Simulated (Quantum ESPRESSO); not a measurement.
# AlCu (Pm-3m) in Quantum ESPRESSO: equation of state

How stiff is AlCu in PBEsol, and what volume does it want? The cell is scaled to several volumes.

All numbers are computed with Quantum ESPRESSO 7.5; they aren't measurements. Logs are shortened: lines on timing, memory, paths and dates and some standing lists are left out, and cuts for length are marked.

### 1 Starting point

The structure is cubic, space group Pm-3m (No. 221). The conventional cell has a = 2.998 Å, b = 2.998 Å, c = 2.998 Å, α = 90.00°, β = 90.00°, γ = 90.00°. Cu (site symmetry m-3m) is surrounded by 8 Al at 2.60 Å. Al (site symmetry m-3m) is surrounded by 8 Cu at 2.60 Å.

The cell comes from a database or a generator and needn't be the stable form of this composition.

### 2 Single point, PBEsol, 12.66 Å³/atom

The input, pw.in:

```
&CONTROL
  calculation = 'scf'
  prefix = 'pwscf'
  outdir = './tmp'
  pseudo_dir = './pseudo'
  tstress = .true.
  disk_io = 'nowf'
/
&SYSTEM
  ibrav = 0
  nat = 2
  ntyp = 2
  ecutwfc = 56
  ecutrho = 448
  nbnd = 18
  occupations = 'smearing'
  smearing = 'fd'
  degauss = 0.00367493
/
&ELECTRONS
  conv_thr = 4d-10
  electron_maxstep = 120
  mixing_beta = 0.5
/
ATOMIC_SPECIES
Cu    63.5460 cu_pbesol_v1.2.uspp.F.UPF
Al    26.9815 al_pbesol_v1.uspp.F.UPF
CELL_PARAMETERS angstrom
   2.9363181771    0.0000000000    0.0000000000
   0.0000000000    2.9363181771    0.0000000000
   0.0000000000    0.0000000000    2.9363181771
ATOMIC_POSITIONS crystal
Cu     0.5000000000    0.5000000000    0.5000000000
Al     0.0000000000    0.0000000000    0.0000000000
K_POINTS automatic
9 9 9 0 0 0
```

Potentials or basis: GBRV 1.5 PBEsol.

On the command line:

```
> OMP_NUM_THREADS=1 mpirun -n 2 pw.x -nk 2 -in pw.in > pw.out
```

pw.out:

```text
This program is part of the open-source Quantum ESPRESSO suite
     for quantum simulation of materials; please cite
[... 13 lines left out ...]
     --------------------
     sticks:   dense  smooth     PW     G-vecs:    dense   smooth      PW
     Sum        1101     553    177                27369     9771    1743

     Using Slab Decomposition

     bravais-lattice index     =            0
     lattice parameter (alat)  =       5.5488  a.u.
     unit-cell volume          =     170.8464 (a.u.)^3
     number of atoms/cell      =            2
     number of atomic types    =            2
     number of electrons       =        22.00
     number of Kohn-Sham states=           18
     kinetic-energy cutoff     =      56.0000  Ry
     charge density cutoff     =     448.0000  Ry
     scf convergence threshold =      4.0E-10
     mixing beta               =       0.5000
     number of iterations used =            8  plain     mixing
     Exchange-correlation= SLA  PW   PSX  PSC
                           (   1   4  10   8   0   0   0)

     celldm(1)=   5.548837  celldm(2)=   0.000000  celldm(3)=   0.000000
     celldm(4)=   0.000000  celldm(5)=   0.000000  celldm(6)=   0.000000

     crystal axes: (cart. coord. in units of alat)
               a(1) = (   1.000000   0.000000   0.000000 )
               a(2) = (   0.000000   1.000000   0.000000 )
               a(3) = (   0.000000   0.000000   1.000000 )

     reciprocal axes: (cart. coord. in units 2 pi/alat)
               b(1) = (  1.000000  0.000000  0.000000 )
               b(2) = (  0.000000  1.000000  0.000000 )
               b(3) = (  0.000000  0.000000  1.000000 )

     PseudoPot. # 1 for Cu read from file:
     cu_pbesol_v1.2.uspp.F.UPF
     Pseudo is Ultrasoft + core correction, Zval = 19.0
     Generated by new atomic code, or converted to UPF format
     Using radial grid of  867 points,  6 beta functions with:
                l(1) =   0
                l(2) =   0
                l(3) =   1
                l(4) =   1
                l(5) =   2
                l(6) =   2
     Q(r) pseudized with  8 coefficients,  rinner =    1.150   1.150   1.150
                                                       1.150   1.150

     PseudoPot. # 2 for Al read from file:
     al_pbesol_v1.uspp.F.UPF
     Pseudo is Ultrasoft + core correction, Zval =  3.0
     Generated by new atomic code, or converted to UPF format
     Using radial grid of  893 points,  3 beta functions with:
                l(1) =   0
                l(2) =   1
                l(3) =   2
     Q(r) pseudized with  8 coefficients,  rinner =    0.900   0.900   0.900
                                                       0.900   0.900

     atomic species   valence    mass     pseudopotential
     Cu               19.00    63.54600     Cu( 1.00)
     Al                3.00    26.98150     Al( 1.00)

     48 Sym. Ops., with inversion, found

   Cartesian axes

     site n.     atom                  positions (alat units)
         1        Cu     tau(   1) = (   0.5000000   0.5000000   0.5000000  )
         2        Al     tau(   2) = (   0.0000000   0.0000000   0.0000000  )

     number of k points=    35  Fermi-Dirac smearing, width (Ry)=  0.0037
                       cart. coord. in units 2pi/alat
        k(    1) = (   0.0000000   0.0000000   0.0000000), wk =   0.0027435
        k(    2) = (   0.0000000   0.0000000   0.1111111), wk =   0.0164609
        k(    3) = (   0.0000000   0.0000000   0.2222222), wk =   0.0164609
        k(    4) = (   0.0000000   0.0000000   0.3333333), wk =   0.0164609
        k(    5) = (   0.0000000   0.0000000   0.4444444), wk =   0.0164609
        k(    6) = (   0.0000000   0.1111111   0.1111111), wk =   0.0329218
[... 27 lines left out ...]
        k(   34) = (   0.3333333   0.4444444   0.4444444), wk =   0.0658436
        k(   35) = (   0.4444444   0.4444444   0.4444444), wk =   0.0219479

     Dense  grid:    27369 G-vectors     FFT dimensions: (  40,  40,  40)

     Smooth grid:     9771 G-vectors     FFT dimensions: (  27,  27,  27)

     Initial potential from superposition of free atoms

     starting charge      20.9976, renormalised to      22.0000
     Starting wfcs are   17 randomized atomic wfcs +    1 random wfcs

     Self-consistent Calculation

     iteration #  1     ecut=    56.00 Ry     beta= 0.50
     Davidson diagonalization with overlap
     ethr =  1.00E-02,  avg # of iterations =  5.8

     total energy              =    -405.08987210 Ry
     estimated scf accuracy    <       8.67114568 Ry

     iteration #  2     ecut=    56.00 Ry     beta= 0.50
     Davidson diagonalization with overlap
     ethr =  1.00E-02,  avg # of iterations =  3.0

     total energy              =    -409.74183674 Ry
     estimated scf accuracy    <      11.80633904 Ry

     iteration #  3     ecut=    56.00 Ry     beta= 0.50
     Davidson diagonalization with overlap
     ethr =  1.00E-02,  avg # of iterations =  2.0
[... 106 lines left out ...]
     total energy              =    -410.19894208 Ry
     estimated scf accuracy    <          1.1E-09 Ry

     iteration # 19     ecut=    56.00 Ry     beta= 0.50
     Davidson diagonalization with overlap
     ethr =  5.18E-12,  avg # of iterations =  2.4

     total energy              =    -410.19894208 Ry
     estimated scf accuracy    <          4.3E-10 Ry

     iteration # 20     ecut=    56.00 Ry     beta= 0.50
     Davidson diagonalization with overlap
     ethr =  1.95E-12,  avg # of iterations =  1.1

     End of self-consistent calculation

          k = 0.0000 0.0000 0.0000 (  1213 PWs)   bands (ev):

  -100.2380 -57.7657 -57.7657 -57.7657   1.5942   8.4362   8.4362   9.5904
     9.5904   9.5904  17.5721  17.5721  17.5721  20.1092  20.1092  24.3212
    32.5797  32.5797

          k = 0.0000 0.0000 0.1111 (  1213 PWs)   bands (ev):

  -100.2379 -57.7670 -57.7656 -57.7656   1.8122   8.4430   8.4697   9.5274
     9.5274   9.5972  15.6099  17.8367  17.8367  20.1751  21.6579  25.2395
    30.4992  30.4992

          k = 0.0000 0.0000 0.2222 (  1217 PWs)   bands (ev):

  -100.2377 -57.7701 -57.7654 -57.7654   2.4595   8.3750   8.5560   9.3757
     9.3757   9.6144  13.0479  18.5946  18.5946  20.3652  22.9582  27.8064
    27.8064  28.0488
[... 181 lines left out ...]
          k = 0.3333 0.4444 0.4444 (  1206 PWs)   bands (ev):

  -100.2365 -57.7744 -57.7744 -57.7719   7.5403   8.0457   8.0631   9.5739
     9.9244  11.5302  12.6878  13.9911  15.2970  17.1599  18.4973  19.0731
    21.3406  35.4600

          k = 0.4444 0.4444 0.4444 (  1199 PWs)   bands (ev):

  -100.2364 -57.7742 -57.7742 -57.7742   7.7670   7.9192   7.9192   9.9387
     9.9387  12.7379  14.0460  14.0460  15.5112  16.5052  16.5052  17.4800
    19.3850  38.1690

     the Fermi energy is    13.5777 ev

!    total energy              =    -410.19894208 Ry
     estimated scf accuracy    <          1.5E-10 Ry
     smearing contrib. (-TS)   =      -0.00048376 Ry
     internal energy E=F+TS    =    -410.19845832 Ry

     The total energy is F=E-TS. E is the sum of the following terms:
     one-electron contribution =    -344.86510375 Ry
     hartree contribution      =     183.06307388 Ry
     xc contribution           =     -42.72797340 Ry
     ewald contribution        =    -205.66845505 Ry

     convergence has been achieved in  20 iterations

     Computing stress (Cartesian axis) and pressure

          total   stress  (Ry/bohr**3)                   (kbar)     P=       27.39
   0.00018617   0.00000000   0.00000000           27.39        0.00        0.00
   0.00000000   0.00018617   0.00000000            0.00       27.39        0.00
   0.00000000   0.00000000   0.00018617            0.00        0.00       27.39

=------------------------------------------------------------------------------=
   JOB DONE.
=------------------------------------------------------------------------------=
```

It took 9.1 s on 2 MPI ranks of Intel Xeon 6975P-C (Granite Rapids), shared host; peak memory 0.22 GiB.

What came out:

```
Free energy            : -5581.0409 eV
Pressure               : 2.7 GPa
Band gap on the k mesh : none (metal or under the smearing width)
```

### 3 Single point, PBEsol, 12.93 Å³/atom

Changes to pw.in since step 2:

```diff
@@ -28,5 +28,5 @@
 CELL_PARAMETERS angstrom
-   2.9363181771    0.0000000000    0.0000000000
-   0.0000000000    2.9363181771    0.0000000000
-   0.0000000000    0.0000000000    2.9363181771
+   2.9569971555    0.0000000000    0.0000000000
+   0.0000000000    2.9569971555    0.0000000000
+   0.0000000000    0.0000000000    2.9569971555
 ATOMIC_POSITIONS crystal
```

Potentials or basis: GBRV 1.5 PBEsol.

On the command line:

```
> OMP_NUM_THREADS=1 mpirun -n 2 pw.x -nk 2 -in pw.in > pw.out
```

Run time: 9.5 s. Hardware: 2 MPI ranks of Intel Xeon 6975P-C (Granite Rapids), shared host; peak memory 0.22 GiB.

It converged, with:

```yaml
Free_energy: -5581.0462 eV
Pressure: 0.0 GPa
Band_gap_on_the_k_mesh: none (metal or under the smearing width)
```

### 4 Single point, PBEsol, 13.20 Å³/atom

Changes to pw.in since step 3:

```diff
@@ -28,5 +28,5 @@
 CELL_PARAMETERS angstrom
-   2.9569971555    0.0000000000    0.0000000000
-   0.0000000000    2.9569971555    0.0000000000
-   0.0000000000    0.0000000000    2.9569971555
+   2.9773908838    0.0000000000    0.0000000000
+   0.0000000000    2.9773908838    0.0000000000
+   0.0000000000    0.0000000000    2.9773908838
 ATOMIC_POSITIONS crystal
```

On the command line:

```
> OMP_NUM_THREADS=1 mpirun -n 2 pw.x -nk 2 -in pw.in > pw.out
```

Wall time 8.7 s (2 MPI ranks of Intel Xeon 6975P-C (Granite Rapids), shared host); peak memory 0.22 GiB.

The run converged. Its results:

- Free energy: -5581.0425 eV
- Pressure: -2.6 GPa
- Band gap on the k mesh: none (metal or under the smearing width)

### 5 Single point, PBEsol, 13.47 Å³/atom

Changes to pw.in since step 4:

```diff
@@ -28,5 +28,5 @@
 CELL_PARAMETERS angstrom
-   2.9773908838    0.0000000000    0.0000000000
-   0.0000000000    2.9773908838    0.0000000000
-   0.0000000000    0.0000000000    2.9773908838
+   2.9975090000    0.0000000000    0.0000000000
+   0.0000000000    2.9975090000    0.0000000000
+   0.0000000000    0.0000000000    2.9975090000
 ATOMIC_POSITIONS crystal
```

On the command line:

```
> OMP_NUM_THREADS=1 mpirun -n 2 pw.x -nk 2 -in pw.in > pw.out
```

It took 8.1 s on 2 MPI ranks of Intel Xeon 6975P-C (Granite Rapids), shared host; peak memory 0.22 GiB.

The run converged. Its results:

```
Free energy            : -5581.0308 eV
Pressure               : -4.7 GPa
Band gap on the k mesh : none (metal or under the smearing width)
```

### 6 Single point, PBEsol, 13.74 Å³/atom

Changes to pw.in since step 5:

```diff
@@ -28,5 +28,5 @@
 CELL_PARAMETERS angstrom
-   2.9975090000    0.0000000000    0.0000000000
-   0.0000000000    2.9975090000    0.0000000000
-   0.0000000000    0.0000000000    2.9975090000
+   3.0173606315    0.0000000000    0.0000000000
+   0.0000000000    3.0173606315    0.0000000000
+   0.0000000000    0.0000000000    3.0173606315
 ATOMIC_POSITIONS crystal
```

Potentials or basis: GBRV 1.5 PBEsol.

On the command line:

```
> OMP_NUM_THREADS=1 mpirun -n 2 pw.x -nk 2 -in pw.in > pw.out
```

pw.out:

```text
This program is part of the open-source Quantum ESPRESSO suite
     for quantum simulation of materials; please cite
         "P. Giannozzi et al., J. Phys.:Condens. Matter 21 395502 (2009);
         "P. Giannozzi et al., J. Phys.:Condens. Matter 29 465901 (2017);
         "P. Giannozzi et al., J. Chem. Phys. 152 154105 (2020);
     in publications or presentations arising from this work. More details at

     Message from routine setup:
     using ibrav=0 with symmetry is DISCOURAGED, use correct ibrav instead

     K-points division:     npool     =       2
     Subspace diagonalization in iterative solution of the eigenvalue problem:
     a serial algorithm will be used

     G-vector sticks info
     --------------------
     sticks:   dense  smooth     PW     G-vecs:    dense   smooth      PW
     Sum        1153     577    177                29423    10443    1839

     Using Slab Decomposition

     bravais-lattice index     =            0
     lattice parameter (alat)  =       5.7020  a.u.
     unit-cell volume          =     185.3866 (a.u.)^3
     number of atoms/cell      =            2
     number of atomic types    =            2
     number of electrons       =        22.00
     number of Kohn-Sham states=           18
     kinetic-energy cutoff     =      56.0000  Ry
     charge density cutoff     =     448.0000  Ry
     scf convergence threshold =      4.0E-10
     mixing beta               =       0.5000
     number of iterations used =            8  plain     mixing
     Exchange-correlation= SLA  PW   PSX  PSC
                           (   1   4  10   8   0   0   0)

     celldm(1)=   5.701985  celldm(2)=   0.000000  celldm(3)=   0.000000
     celldm(4)=   0.000000  celldm(5)=   0.000000  celldm(6)=   0.000000

[... 54 lines left out ...]
        k(    6) = (   0.0000000   0.1111111   0.1111111), wk =   0.0329218
[... 27 lines left out ...]
        k(   34) = (   0.3333333   0.4444444   0.4444444), wk =   0.0658436
        k(   35) = (   0.4444444   0.4444444   0.4444444), wk =   0.0219479

     Dense  grid:    29423 G-vectors     FFT dimensions: (  40,  40,  40)

     Smooth grid:    10443 G-vectors     FFT dimensions: (  27,  27,  27)

     Initial potential from superposition of free atoms

     starting charge      20.9976, renormalised to      22.0000
     Starting wfcs are   17 randomized atomic wfcs +    1 random wfcs

     Self-consistent Calculation

     iteration #  1     ecut=    56.00 Ry     beta= 0.50
     Davidson diagonalization with overlap
     ethr =  1.00E-02,  avg # of iterations =  5.9

     total energy              =    -404.72821437 Ry
     estimated scf accuracy    <       9.16801778 Ry
[... 127 lines left out ...]
     iteration # 20     ecut=    56.00 Ry     beta= 0.50
     Davidson diagonalization with overlap
     ethr =  5.13E-12,  avg # of iterations =  1.0

     End of self-consistent calculation

          k = 0.0000 0.0000 0.0000 (  1357 PWs)   bands (ev):

  -101.2532 -58.7836 -58.7836 -58.7836   0.9370   7.5468   7.5468   8.5491
     8.5491   8.5491  16.0417  16.0417  16.0417  18.6488  18.6488  21.8259
    30.4596  30.4596
[... 201 lines left out ...]
  -101.2522 -58.7895 -58.7895 -58.7895   6.9035   7.0542   7.0542   8.8589
     8.8589  11.5417  12.8437  12.8437  13.7703  15.0248  15.0248  15.7929
    17.5929  35.7191

     the Fermi energy is    12.2192 ev

!    total energy              =    -410.19683250 Ry
     estimated scf accuracy    <          8.0E-12 Ry
     smearing contrib. (-TS)   =      -0.00054071 Ry
     internal energy E=F+TS    =    -410.19629179 Ry

     The total energy is F=E-TS. E is the sum of the following terms:
     one-electron contribution =    -354.35753446 Ry
     hartree contribution      =     186.94622678 Ry
     xc contribution           =     -42.64052118 Ry
     ewald contribution        =    -200.14446292 Ry

     convergence has been achieved in  20 iterations

     Computing stress (Cartesian axis) and pressure

          total   stress  (Ry/bohr**3)                   (kbar)     P=      -67.25
  -0.00045719   0.00000000   0.00000000          -67.25        0.00        0.00
   0.00000000  -0.00045719   0.00000000            0.00      -67.25        0.00
   0.00000000   0.00000000  -0.00045719            0.00        0.00      -67.25

=------------------------------------------------------------------------------=
   JOB DONE.
=------------------------------------------------------------------------------=
```

It took 9.4 s on 2 MPI ranks of Intel Xeon 6975P-C (Granite Rapids), shared host; peak memory 0.24 GiB.

What came out:

- Free energy: -5581.0122 eV
- Pressure: -6.7 GPa
- Band gap on the k mesh: none (metal or under the smearing width)

### 7 Single point, PBEsol, 14.01 Å³/atom

Changes to pw.in since step 6:

```diff
@@ -28,5 +28,5 @@
 CELL_PARAMETERS angstrom
-   3.0173606315    0.0000000000    0.0000000000
-   0.0000000000    3.0173606315    0.0000000000
-   0.0000000000    0.0000000000    3.0173606315
+   3.0369544314    0.0000000000    0.0000000000
+   0.0000000000    3.0369544314    0.0000000000
+   0.0000000000    0.0000000000    3.0369544314
 ATOMIC_POSITIONS crystal
```

On the command line:

```
> OMP_NUM_THREADS=1 mpirun -n 2 pw.x -nk 2 -in pw.in > pw.out
```

It took 10 s on 2 MPI ranks of Intel Xeon 6975P-C (Granite Rapids), shared host; peak memory 0.24 GiB.

It converged, with:

- Free energy: -5580.9874 eV
- Pressure: -8.5 GPa
- Band gap on the k mesh: none (metal or under the smearing width)

### 8 Single point, PBEsol, 14.27 Å³/atom

Changes to pw.in since step 7:

```diff
@@ -28,5 +28,5 @@
 CELL_PARAMETERS angstrom
-   3.0369544314    0.0000000000    0.0000000000
-   0.0000000000    3.0369544314    0.0000000000
-   0.0000000000    0.0000000000    3.0369544314
+   3.0562986117    0.0000000000    0.0000000000
+   0.0000000000    3.0562986117    0.0000000000
+   0.0000000000    0.0000000000    3.0562986117
 ATOMIC_POSITIONS crystal
```

On the command line:

```
> OMP_NUM_THREADS=1 mpirun -n 2 pw.x -nk 2 -in pw.in > pw.out
```

It took 11 s on 2 MPI ranks of Intel Xeon 6975P-C (Granite Rapids), shared host; peak memory 0.24 GiB.

It converged, with:

- Free energy: -5580.9571 eV
- Pressure: -10.0 GPa
- Band gap on the k mesh: none (metal or under the smearing width)

### 9 Equation of state, PBEsol

Potentials or basis: GBRV 1.5 PBEsol.

No new run: the results of the series are fitted here.

What came out:

```
Equilibrium volume                      : 12.95 Å³/atom
Bulk modulus                            : 127 GPa
Pressure derivative of the bulk modulus : 4.9
```

Energy against volume, from the lowest point:
| volume (Å³/atom) | energy (meV/atom) |
| --- | --- |
| 12.658 | 2.62 |
| 12.928 | 0.00 |
| 13.197 | 1.86 |
| 13.466 | 7.66 |
| 13.736 | 16.97 |
| 14.005 | 29.38 |
| 14.274 | 44.54 |
